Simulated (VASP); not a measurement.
# CuAu (P4/mmm) in VASP: single point with r2SCAN

Aim: the single point of CuAu with r2SCAN.

Program: VASP 6.6.1. These are calculated values, not measurements. Logs are shortened: lines on timing, memory, paths and dates and some standing lists are left out, and cuts for length are marked.

### Step 1. The structure

Symmetry: P4/mmm, No. 123, tetragonal system. The conventional cell has a = 2.800 Å, b = 2.800 Å, c = 3.670 Å, α = 90.00°, β = 90.00°, γ = 90.00°. Around Cu (site symmetry 4/mmm) lie 8 Au at 2.70 Å and 4 Cu at 2.80 Å. Au (site symmetry 4/mmm) is surrounded by 8 Cu at 2.70 Å and 4 Au at 2.80 Å.

### Step 2. Single point, r2SCAN

POSCAR reads:

```
CuAu
1.0
    2.8000000000      0.0000000000      0.0000000000
    0.0000000000      2.8000000000      0.0000000000
    0.0000000000      0.0000000000      3.6700000000
Cu Au
1 1
Direct
    0.5000000000      0.5000000000      0.5000000000
    0.0000000000      0.0000000000      0.0000000000
```

INCAR.step1 reads:

```
SYSTEM = CuAu
  PREC = Accurate
  ENCUT = 520
  ISMEAR = 0
  SIGMA = 0.15
  LREAL = .FALSE.
  LASPH = .TRUE.
  NELM = 100
  NBANDS = 18
  GGA = PE
  ALGO = Normal
  EDIFF = 1E-4
  LWAVE = .TRUE.
  LCHARG = .FALSE.
```

INCAR.step2 reads:

```
SYSTEM = CuAu
  PREC = Accurate
  ENCUT = 520
  EDIFF = 1E-7
  ISMEAR = 0
  SIGMA = 0.15
  LREAL = .FALSE.
  LASPH = .TRUE.
  NELM = 100
  ALGO = Normal
  ISIF = 2
  LWAVE = .FALSE.
  LCHARG = .FALSE.
  METAGGA = R2SCAN
  LMIXTAU = .TRUE.
  NBANDS = 18
  ISTART = 1
```

KPOINTS reads:

```
Automatic mesh
0
G
  18 18 14
  0 0 0
```

Potentials or basis: VASP PAW PBE potentials, release 64 (Cu, Au).

On the command line:

```
$ cat potpaw_PBE.64/Cu/POTCAR potpaw_PBE.64/Au/POTCAR > POTCAR
$ cp INCAR.step1 INCAR
$ mpirun -np 1 vasp_std > vasp.out
$ cp INCAR.step2 INCAR
$ mpirun -np 1 vasp_std > vasp.out
```

OUTCAR:

```text
SYSTEM = CuAu
   PREC = Accurate
   ENCUT = 520
   EDIFF = 1E-7
   ISMEAR = 0
   LREAL = .FALSE.
   LASPH = .TRUE.
   NELM = 100
   ISIF = 2
   METAGGA = R2SCAN
   ISTART = 1

 ion  position               nearest neighbor table
   1  0.500  0.500  0.500-   2 2.70   2 2.70   2 2.70   2 2.70   2 2.70   2 2.70   2 2.70   2 2.70

   2  0.000  0.000  0.000-   1 2.70   1 2.70   1 2.70   1 2.70   1 2.70   1 2.70   1 2.70   1 2.70

  LATTYP: Found a simple tetragonal cell.
 ALAT       =     2.8000000000
 C/A-ratio  =     1.3107142857

  Lattice vectors:

 A1 = (   2.8000000000,   0.0000000000,   0.0000000000)
 A2 = (   0.0000000000,   2.8000000000,   0.0000000000)
 A3 = (   0.0000000000,   0.0000000000,   3.6700000000)

Analysis of symmetry for initial positions (statically):
=====================================================================
 Subroutine PRICEL returns:
 Original cell was already a primitive cell.

 Routine SETGRP: Setting up the symmetry group for a
 simple tetragonal supercell.

 Subroutine GETGRP returns: Found 16 space group operations
 (whereof 16 operations were pure point group operations)
 out of a pool of 16 trial point group operations.

The static configuration has the point symmetry D_4h.

Analysis of symmetry for dynamics (positions and initial velocities):
=====================================================================
 Subroutine PRICEL returns:
 Original cell was already a primitive cell.

 Routine SETGRP: Setting up the symmetry group for a
 simple tetragonal supercell.

 Subroutine GETGRP returns: Found 16 space group operations
 (whereof 16 operations were pure point group operations)
 out of a pool of 16 trial point group operations.

The dynamic configuration has the point symmetry D_4h.

 Subroutine INISYM returns: Found 16 space group operations
 (whereof 16 operations are pure point group operations),
 and found     1 'primitive' translations

----------------------------------------------------------------------------------------

                                     Primitive cell

  volume of cell :      28.7728

  direct lattice vectors                    reciprocal lattice vectors
     2.800000000  0.000000000  0.000000000     0.357142857  0.000000000  0.000000000
     0.000000000  2.800000000  0.000000000     0.000000000  0.357142857  0.000000000
     0.000000000  0.000000000  3.670000000     0.000000000  0.000000000  0.272479564

  length of vectors
     2.800000000  2.800000000  3.670000000     0.357142857  0.357142857  0.272479564

  position of ions in fractional coordinates (direct lattice)
     0.500000000  0.500000000  0.500000000
     0.000000000  0.000000000  0.000000000

  ion indices of the primitive-cell ions
   primitive index   ion index
                 1           1
                 2           2

----------------------------------------------------------------------------------------

 KPOINTS: Automatic mesh

Automatic generation of k-mesh.
 Grid dimensions read from file:
 generate k-points for:   18   18   14

 Generating k-lattice:

  Cartesian coordinates                     Fractional coordinates (reciprocal lattice)
     0.019841270  0.000000000  0.000000000     0.055555556  0.000000000  0.000000000
     0.000000000  0.019841270  0.000000000     0.000000000  0.055555556  0.000000000
     0.000000000  0.000000000  0.019462826     0.000000000  0.000000000  0.071428571

  Length of vectors
     0.019841270  0.019841270  0.019462826

  Shift w.r.t. Gamma in fractional coordinates (k-lattice)
     0.000000000  0.000000000  0.000000000

 Subroutine IBZKPT returns following result:
 ===========================================

 Found    440 irreducible k-points:

 Following reciprocal coordinates:
            Coordinates               Weight
  0.000000  0.000000  0.000000      1.000000
  0.055556  0.000000  0.000000      4.000000
  0.111111  0.000000  0.000000      4.000000
  0.166667  0.000000  0.000000      4.000000
  0.222222  0.000000  0.000000      4.000000
  0.277778  0.000000  0.000000      4.000000
[... 16 lines left out ...]
  0.277778  0.111111  0.000000      8.000000
  0.333333  0.111111  0.000000      8.000000
 [... further k-points ...]
   k-points           NKPTS =    440   k-points in BZ     NKDIM =    440   number of bands    NBANDS=     18
   number of dos      NEDOS =    301   number of ions     NIONS =      2
   total plane-waves  NPLWV =  16128
   dimension x,y,z NGX =    24 NGY =   24 NGZ =   28
   dimension x,y,z NGXF=    48 NGYF=   48 NGZF=   56
   ions per type =               1   1
   NGX,Y,Z   is equivalent  to a cutoff of  14.25, 14.25, 12.68 a.u.
   NGXF,Y,Z  is equivalent  to a cutoff of  28.50, 28.50, 25.37 a.u.
 SYSTEM =  CuAu
   PREC   = accura    normal or accurate (medium, high low for compatibility)
   ISTART =      1    job   : 0-new  1-cont  2-samecut
   ICHARG =      0    charge: 1-file 2-atom 10-const
   ISPIN  =      1    spin polarized calculation?
   LNONCOLLINEAR =      F non collinear calculations
   LSORBIT =      F    spin-orbit coupling
   LASPH  =      T    aspherical Exc in radial PAW
   ENCUT  =  520.0 eV  38.22 Ry    6.18 a.u.   5.21  5.21  6.82*2*pi/ulx,y,z
   NELM   =    100;   NELMIN=  2; NELMDL=  0     # of ELM steps
   EDIFF  = 0.1E-06   stopping-criterion for ELM
   LREAL  =      F    real-space projection
   EDIFFG = 0.1E-05   stopping-criterion for IOM
   NSW    =      0    number of steps for IOM
   IBRION =     -1    ionic relax: 0-MD 1-quasi-New 2-CG
   NFREE  =      0    steps in history (QN), initial steepest desc. (CG)
   ISIF   =      2    stress and relaxation
   ISYM   =      2    0-nonsym 1-usesym 2-fastsym
   POTIM  = 0.5000    time-step for ionic-motion
   TEBEG  =    0.0;   TEEND  =   0.0 temperature during run
   PSTRESS=    0.0 pullay stress
   NELECT =      22.0000    total number of electrons
   NUPDOWN=      -1.0000    fix difference up-down
   EMIN   =  10.00;   EMAX   =-10.00  energy-range for DOS
   EFERMI =   0.00;   METHOD = LEGACY
   ISMEAR =     0;   SIGMA  =   0.15  broadening in eV -4-tet -1-fermi 0-gaus
   EFERMI_NEDOS =   21; number of points for ismear=-14 and -15
   IALGO  =     38    algorithm
   IMIX   =      4    mixing-type and parameters
     AMIX     =   0.40;   BMIX     =  1.00
     AMIX_MAG =   1.60;   BMIX_MAG =  1.00
  volume/ion in A,a.u.               =      14.39        97.08
  Fermi-wavevector in a.u.,A,eV,Ry     =   1.497000  2.828919 30.490762  2.241008
  Thomas-Fermi vector in A             =   2.608944
   LORBIT       =      0    0 simple, 1 ext, 2 COOP (PROOUT), +10 PAW based schemes
   METAGGA = R2SCAN    functional components
   LHFCALC =     F    Hartree Fock is set to
   AEXX    =    0.0000 exact exchange contribution
   IVDW    =     0    specifies the selected vdW correction
   LEPSILON=     F    determine dielectric tensor
   LRPA    =     F    only Hartree local field effects (RPA)
 non-spin polarized calculation
 Gauss-broadening in eV      SIGMA  =   0.15
  energy-cutoff  :      520.00
  volume of cell :       28.77
 maximum number of plane-waves:       800
 NGX is ok and might be reduce to    24
   NGX = 11   NGY = 11   NGZ = 13

 number of electron      22.0000009 magnetization

 Free energy of the ion-electron system (eV)
  ---------------------------------------------------
  ext. energy  EPLUGINS =         0.00000000
  ---------------------------------------------------
  free energy    TOTEN  =       -61.54216675 eV

  energy without entropy =      -61.53549628  energy(sigma->0) =      -61.53883152

 E-fermi :   8.7855     XC(G=0): -13.6851

 val. band max:        8.7833601972   @ k =   0.3889   0.3889   0.2143
 cond. band min:       8.7880422818   @ k =   0.5000   0.1111   0.2857
 fundamental gap:      0.0046820845
 Fermi energy:         8.7855172718

 k-point     1 :       0.0000    0.0000    0.0000
  band No.  band energies     occupation
      1      -1.4134      2.00000
      2       1.7468      2.00000
      3       1.9382      2.00000
      4       4.4359      2.00000
      5       4.4359      2.00000
      6       5.5286      2.00000
[... 10 lines left out ...]
     17      26.5219      0.00000
     18      26.9601      0.00000

 k-point     2 :       0.0556    0.0000    0.0000
  band No.  band energies     occupation
      1      -1.3373      2.00000
      2       1.7880      2.00000
      3       1.9786      2.00000
      4       4.3882      2.00000
      5       4.4534      2.00000
      6       5.4947      2.00000
[... 10 lines left out ...]
     17      26.9955      0.00000
     18      27.0588      0.00000

 k-point     3 :       0.1111    0.0000    0.0000
  band No.  band energies     occupation
      1      -1.1137      2.00000
      2       1.8909      2.00000
      3       2.1161      2.00000
      4       4.2489      2.00000
      5       4.5048      2.00000
      6       5.3960      2.00000
[... 10 lines left out ...]
     17      27.0387      0.00000
     18      28.5965      0.00000

 k-point     4 :       0.1667    0.0000    0.0000
  band No.  band energies     occupation
      1      -0.7571      2.00000
      2       2.0226      2.00000
      3       2.3705      2.00000
      4       4.0318      2.00000
      5       4.5877      2.00000
      6       5.2419      2.00000
[... 375 lines left out ...]
      4       3.7410      2.00000
      5       4.4310      2.00000
      6       4.8440      2.00000
[... 10 lines left out ...]
     17      26.4666      0.00000
     18      29.2235      0.00000

 k-point    23 :       0.2778    0.1111    0.0000
  band No.  band energies     occupation
      1       0.5283      2.00000
      2       2.5642      2.00000
      3       3.1436      2.00000
      4       3.4574      2.00000
      5       4.4618      2.00000
      6       4.6733      2.00000
[... 10 lines left out ...]
     17      25.2668      0.00000
     18      28.3142      0.00000

 k-point    24 :       0.3333    0.1111    0.0000
  band No.  band energies     occupation
      1       1.0707      2.00000
      2       2.7380      2.00000
      3       3.1989      2.00000
      4       3.4045      2.00000
      5       4.4833      2.00000
      6       4.6348      2.00000
[... 10 lines left out ...]
     17      23.9536      0.00000
     18      27.0261      0.00000

 [... further k-points ...]
[... 5 lines left out ...]
  --------------------------------------------------------------------------------------
  -------------------------------------------------------------------------------------
  Total        0.4749597      0.4749597      0.2374010      0.0000000      0.0000000      0.0000000
  in kB       26.4475364     26.4475364     13.2193798      0.0000000      0.0000000      0.0000000
  external PRESSURE =      22.0381509 kB  Pullay stress =       0.0000000 kB

 VOLUME and BASIS-vectors are now :
 -----------------------------------------------------------------------------
  energy-cutoff  :      520.00
  volume of cell :       28.77
      direct lattice vectors                 reciprocal lattice vectors
     2.800000000  0.000000000  0.000000000     0.357142857  0.000000000  0.000000000
     0.000000000  2.800000000  0.000000000     0.000000000  0.357142857  0.000000000
     0.000000000  0.000000000  3.670000000     0.000000000  0.000000000  0.272479564

 POSITION                                       TOTAL-FORCE (eV/Angst)
 -----------------------------------------------------------------------------------
      1.40000      1.40000      1.83500         0.000000      0.000000      0.000000
      0.00000      0.00000      0.00000         0.000000      0.000000      0.000000
 -----------------------------------------------------------------------------------
    total drift:                                0.000000      0.000000     -0.000000

  FREE ENERGIE OF THE ION-ELECTRON SYSTEM (eV)
  ---------------------------------------------------
  free  energy   TOTEN  =       -61.5421667519 eV

  energy  without entropy=      -61.5354962807  energy(sigma->0) =      -61.53883152
```

Run time: 4 min. Hardware: 1 thread of Intel Xeon 6975P-C (Granite Rapids), shared host; peak memory 0.35 GiB.

Results:

| Item | Value |
| --- | --- |
| Free energy | -61.5422 eV |
| Pressure | 2.2 GPa |
| Band gap on the k mesh | none (metal or under the smearing width) |

Caveat: the PAW data sets were made with another functional, which shifts forces and pressure a little. The run has no spin-orbit coupling, so splittings on Au are missing.
